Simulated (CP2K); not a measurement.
## Al under changes of volume

One of the cells (16.603 Å³/atom); the others are scaled copies at fixed shape and fractional positions:

```
CELL_PARAMETERS angstrom
2.86351 0.00000 0.00000
1.43175 2.47987 0.00000
1.43175 0.82662 2.33804
ATOMIC_POSITIONS crystal
Al 0.00000 0.00000 0.00000
```

* Program: CP2K 2026.2
* Functional: PBEsol
* Potentials or basis: POTENTIAL_UZH Al GTH-PBE-q3; TZVP-MOLOPT-PBE-GTH basis
* Density cutoff: 6123 eV
* k mesh: 11 × 11 × 11
* Occupations: fermi-dirac, width 0.05 eV
* Spin: no spin polarisation

```csv
volume (Å³/atom),energy over the lowest point (meV/atom),pressure (GPa)
15.607,12.21,4.9
15.939,4.27,2.8
16.271,0.33,1.0
16.603,0.00,-0.7
16.935,?,?
17.267,8.75,-3.5
17.599,17.21,-4.7
```

**Question.** What does the run at 16.935 Å³/atom give?

**Answer.** Energy over the lowest point 2.92 meV/atom; pressure -2.1 GPa.

Worked out: A Birch-Murnaghan fit of order 3 (a polynomial in V^(-2/3)) to the other rows has its minimum at 16.47 Å³/atom with B0 = V·E''(V) = 81 GPa and B' = 4.2. It gives 2.91 meV/atom at 16.935 Å³/atom, against the run's 2.92, and -dE/dV = -2.1 GPa, against -2.1.

Energies are extrapolated to zero smearing.

Caveats: the potentials were made for another functional, which shifts forces and pressure; the basis of atomic orbitals isn't converged, which shifts pressures, moduli and gaps.
